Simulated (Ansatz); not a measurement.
## Mo under changes of volume

One of the cells (15.892 Å³/atom); the others are scaled copies at fixed shape and fractional positions:

```
Mo
1.0
    -1.58381    1.58381    1.58381
     1.58381   -1.58381    1.58381
     1.58381    1.58381   -1.58381
Mo
1
Direct
  0.00000 0.00000 0.00000
```

| Property | Result |
| --- | --- |
| Program | Ansatz 0.2.0 |
| Functional | LDA |
| Potentials or basis | all-electron LAPW, scalar-relativistic |
| Cutoff | 248 eV (chosen from the basis error) |
| Basis error allowed | 0.001 eV/atom |
| k mesh | 12 × 12 × 12 |
| Occupations | fermi-dirac, width 0.05 eV |
| Spin | no spin polarisation |

| volume (Å³/atom) | energy over the lowest point (meV/atom) | pressure (GPa) |
| --- | --- | --- |
| 14.938 | 0.00 | 2.5 |
| 15.256 | 1.35 | -3.7 |
| 15.574 | 14.29 | -9.2 |
| 15.892 | 37.59 | -14.1 |
| 16.209 | ? | ? |
| 16.527 | 110.99 | -22.5 |
| 16.845 | 159.21 | -26.0 |

What does the run at 16.209 Å³/atom give?

Energy over the lowest point 70.16 meV/atom; pressure -18.6 GPa.

Worked out: A Birch-Murnaghan fit of order 3 (a polynomial in V^(-2/3)) to the other rows has its minimum at 15.06 Å³/atom with B0 = V·E''(V) = 297 GPa and B' = 4.4. It gives 70.11 meV/atom at 16.209 Å³/atom, against the run's 70.16, and -dE/dV = -18.6 GPa, against -18.6.

Energies are extrapolated to zero smearing.
